# Squeezing and stretching copper, silver and gold

Copper resists a change of volume about as strongly as gold, yet the energy this costs per atom is close to that of silver. The two measures group the metals differently because energy per atom also depends on how large the atom is. In this simple cubic structure a 1% change of volume takes about 1 GPa in copper and gold and 0.6 GPa in silver. A 12% compression costs roughly 0.1 eV per atom, and it meets a bit more than twice the resistance of a 12% expansion. Gold pushes back harder than copper when squeezed but pulls back less when stretched far. A fitted binding curve traces this chiefly to the longer distance between its neighbours.

Simple cubic Cu, Au and Ag (14.35, 21.25 and 21.62 Å³ per atom at scale 1), computed with Ansatz 0.2.0 using revPBE and scalar-relativistic plane-wave PAW (420 eV cutoff), without spin polarisation. Energies are corrected to zero smearing and count from scale 1; pressures, positive in compression, include the electronic entropy term at 0.1 eV Fermi-Dirac smearing.

```tsv
volume scale	energy change, Cu (meV/atom)	pressure, Cu (GPa)	energy change, Au (meV/atom)	pressure, Au (GPa)	energy change, Ag (meV/atom)	pressure, Ag (GPa)
0.88	76.2	16.19	121.2	17.39	71.4	10.34
0.92	30.8	9.43	48.9	9.99	28.2	5.89
0.96	7.0	4.13	11.2	4.33	6.1	2.50
1	0.0	-0.03	0.0	-0.01	0.0	-0.08
1.04	6.3	-3.31	9.2	-3.31	6.1	-2.03
1.08	23.0	-5.87	33.7	-5.79	21.4	-3.50
1.12	47.8	-7.87	69.7	-7.63	43.5	-4.60
```

A negative pressure in the table is a pull: the stretched crystal tries to shrink. The volume scale is the volume divided by that of the relaxed cell.

## From pressure to energy

Pressure is energy per volume. To compress a crystal by a small amount, one does work equal to the pressure times the volume removed. The same percentage removes more cubic ångströms from a large atom than from a small one. The energy change per atom is therefore the atomic volume times the area under the curve of pressure against volume scale.

This explains why silver looks like copper in one column and much softer in the other. At scale 0.88 silver needs only 0.64 times the pressure of copper, but its atom is 1.51 times as large. The product is 0.96, close to the computed energy ratio of 0.94. Silver is easier to compress as a material, yet at the same strain each atom takes up nearly as much energy.

Gold shows the other side of the same rule. It needs a pressure only 7% above that of copper at scale 0.88, but its atom is 1.48 times as large, so its energy change is 1.59 times that of copper. The pressure columns tell how much a block shrinks under a given pressure. The energy columns tell what the same strain costs atom by atom.

## Two ways to be stiff

The bulk modulus B is the pressure per fractional change of volume, taken close to the relaxed cell. From the pressures at scales 0.96 and 1.04 it comes to about 93 GPa for copper, 95 GPa for gold and 57 GPa for silver. Copper and gold reach nearly the same value by different routes. In copper a given strain costs nearly the same energy per atom as in silver, but that energy is packed into a smaller volume. Gold has a large atom, and the same strain costs more energy per atom.

Silver and gold make the cleanest comparison, since their atomic volumes differ by less than 2%. Gold is nevertheless 1.7 times as stiff, so size is not the reason. Standard theory names relativity: it contracts the 6s shell of gold and makes the 5d shell more extended and higher in energy, so that the d electrons take a larger part in bonding than the 4d electrons of silver do. The table shows the difference in stiffness; its assignment to relativity rests on theory, as all three metals were computed with the same scalar-relativistic treatment.

The near tie between copper and gold belongs to this structure and this functional. The simple cubic form is held by symmetry in these runs and may be unstable if the atoms are free to move. The real metals are face-centred cubic, and there gold is measured to be clearly stiffer than copper. Part of that lead is probably lost here to the functional: revPBE and its relatives tend to make gold too large and too soft, more so than copper.

## Why squeezing is harder than stretching

A linear spring would resist compression and expansion equally. For copper at a 12% change it would give 0.12 × 93 = 11.2 GPa in both directions. The calculation gives 16.19 GPa in compression and a pull of 7.87 GPa in expansion. The spring is wrong by several GPa on either side, so the bending of the curve is a main effect at these strains.

The cause lies in how atoms bind. The outer electron clouds fade roughly exponentially with distance, and so does their overlap. When atoms approach, the repulsion between filled shells and the kinetic energy of the confined electrons rise steeply. When atoms separate, attraction and repulsion both fade. The net pull still grows over the range of the table, but each further step meets less additional resistance than the one before.

A simple binding curve puts this into a formula. Let d be the distance between neighbours, d₀ its value at zero pressure, and L the length over which binding fades. The energy is written as

E = −E₀ (1 + a) exp(−a), with a = (d − d₀)/L,

where E₀ is the depth of the curve. In a simple cubic crystal with one atom per cell the volume per atom is d³. The pressure is minus the derivative of the energy with respect to volume, and expressing E₀ through the bulk modulus gives

P = 3B d₀ (d₀ − d)/d² × exp[(d₀ − d)/L].

This is the Vinet equation of state. For small changes the factor in front acts as a spring. At 12% it is already somewhat larger in compression than in expansion, mainly because a force spread over a smaller area d² gives a higher pressure. The exponential works in the same direction and supplies the larger part of the lopsidedness.

For each metal, B and L were found by least squares from all seven pressures, with d₀ corrected for the small pressure left at scale 1. The formula then follows each pressure to within 0.02 GPa. The fitted L is 0.40 Å for copper and 0.38 Å for both silver and gold. Across the three metals these lengths vary far less than the bulk moduli, and their likeness makes the next step possible.

## Why gold and copper change places

Gold pushes harder than copper in each compressed row. At scale 1.04 the two pull equally, and at 1.08 and 1.12 gold pulls less. A difference in bulk modulus alone would make one metal stronger on both sides. The crossing means that the curve of gold bends more.

In the fitted curve, size supplies most of the additional bending. The exponential depends on how far the neighbours move in ångströms, not on the percentage. At scale 0.88 they come closer by 0.101 Å in copper but by 0.116 Å in gold, because gold starts from a longer distance. With a similar L, the same percentage takes gold further along its binding curve.

The size effect can be estimated by giving gold the decay length of copper, 0.402 Å. The bulk modulus is the fitted 94.3 GPa of gold, so the worked row did take part in setting that number, but not in setting the length. The neighbour distance falls from 2.77 to 2.654 Å.

1. The factor in front is 3 × 94.3 × 2.77 × 0.1155/2.654² = 12.85 GPa.
2. The exponential is exp(0.1155/0.402) = 1.33.
3. The pressure is 12.85 × 1.33 = 17.1 GPa.

The table has 17.39 GPa, so the estimate is less than 2% too low. For a given bulk modulus the factor in front depends only on the percentage, not on the size of the atom. Keeping it and putting the smaller shift of copper into the exponential gives exp(0.1014/0.402) = 1.29 and a pressure of 16.5 GPa. The larger atom thus accounts for about 0.6 of the 0.9 GPa by which gold exceeds that value. The rest comes from the slightly shorter L of gold, which the model takes from the fit and does not explain.

The same estimate on the stretched side produces the crossing. At scale 1.12 the neighbours in gold are 0.107 Å further apart than at scale 1, and the formula with the length of copper gives a pull of about 7.7 GPa. This is below the 7.87 GPa of copper, as in the table, although the bulk modulus of gold is the higher one. The computed pull of gold is weaker still, 7.63 GPa, again because its own L is shorter.

Silver supports this reading. Its atom is as large as that of gold but its bonding is much softer, and its pressures are about as lopsided: the push at 0.88 is 2.2 times the pull at 1.12, against 2.3 in gold and 2.1 in copper. Among these three metals, how lopsided the curve is thus goes with the distance between the atoms. This is not a general rule, because what counts is that distance divided by L. In sodium and potassium the atoms sit far apart, but binding also fades over a much longer length, so their curves are expected to bend less than that of copper.

## Two rows that seem out of line

Silver has the same energy change, 6.1 meV, at scales 0.96 and 1.04, although its pressures there are clearly unequal. The main reason is the starting point; the correction to zero smearing adds a smaller shift in the same direction. At scale 1 silver still has a pull of 0.08 GPa, so its lowest energy lies at a slightly smaller volume. This tilts the energy curve by

0.08 GPa × 21.62 Å³ × 0.04 ÷ 160 GPa per eV/Å³ ≈ 0.0004 eV

at a 4% change, or 0.4 meV. Without the tilt, compression would cost about 6.5 meV and expansion about 5.7 meV, in the usual order. At larger strains the tilt is small beside the energies themselves.

The other case is gold at scale 0.88. The area under its pressure curve, taken with Simpson's rule through the four rows from 0.88 to 1, gives 120.0 meV, while the energy column has 121.2 meV. The pressure belongs to electrons smeared over a small range of energy around the Fermi level, and it therefore contains their entropy. The energy column is corrected to zero smearing, which adds half of the entropy term. In gold that half grows by 1.2 meV on compression, which closes the gap.

In copper and silver the entropy term shrinks on compression instead, and the area slightly exceeds the energy. The term measures how many electron states lie close to the Fermi level. Compression therefore brings more such states there in gold, and fewer in the other two metals. The effect is about 1% of the energy of gold, too little to alter any order in the table.

The larger question left open is how much of gold's lead over silver is due to relativity. At equal atomic volume and nearly equal decay length, the binding curve used here assigns the factor of 1.7 in stiffness to its depth. That depth is inferred from pressures near the relaxed cell and should not be read as the energy needed to separate the atoms. In the real metals gold exceeds silver in that energy too, but by much less than a factor of 1.7. A calculation of both metals without relativistic effects, each relaxed anew, would show how much of that factor remains.
